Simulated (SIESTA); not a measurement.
The system is Mn, a slab with vacuum.

```xyz
5
Lattice="2.7316 0.0000 0.0000 -1.3658 2.3656 0.0000 0.0000 0.0000 23.9212" Properties=species:S:1:pos:R:3 pbc="T T T"
Mn    1.3658    0.7885    7.5000
Mn    0.0000    1.5771    9.7303
Mn    0.0000    0.0000   11.9606
Mn    1.3658    0.7885   14.1909
Mn    0.0000    1.5771   16.4212
```

The slab is cut from a database's or a generator's crystal, which needn't be the stable form of the element.

Base run:

```yaml
Program: SIESTA 5.4.2
Functional: PBE
Potentials_or_basis: PseudoDojo 0.5 standard (PBE files)
Basis: DZP (energy shift 0.003 Ry; two zetas on semicore shells)
Grid_cutoff: 800 Ry
Energy_shift: 0.003 Ry
k_mesh: 11 × 11 × 1
Occupations: fermi-dirac, width 0.05 eV
Spin: collinear spin, ferromagnetic start
Starting_moments: "[4.0, 4.0, 4.0, 4.0, 4.0] μB"
```

Its results: band gap on the k mesh none (metal or under the smearing width); net moment 18.29 μB per cell; site moments Mn +4.03, +3.40, +3.43 μB; largest force 0.213 eV/Å.

Task: The run is repeated on the same cell with these changes: potentials or basis from PseudoDojo 0.5 standard (PBE files) to PseudoDojo 0.4 stringent (PBE files). What comes out?

Result: Band gap on the k mesh none (metal or under the smearing width); net moment 17.19 μB per cell; site moments Mn +3.98, +3.16, +2.92 μB; largest force 0.232 eV/Å.

Caveats: the cell was measured hot, at 1373 K; the basis of atomic orbitals isn't converged, which shifts pressures, moduli and gaps.
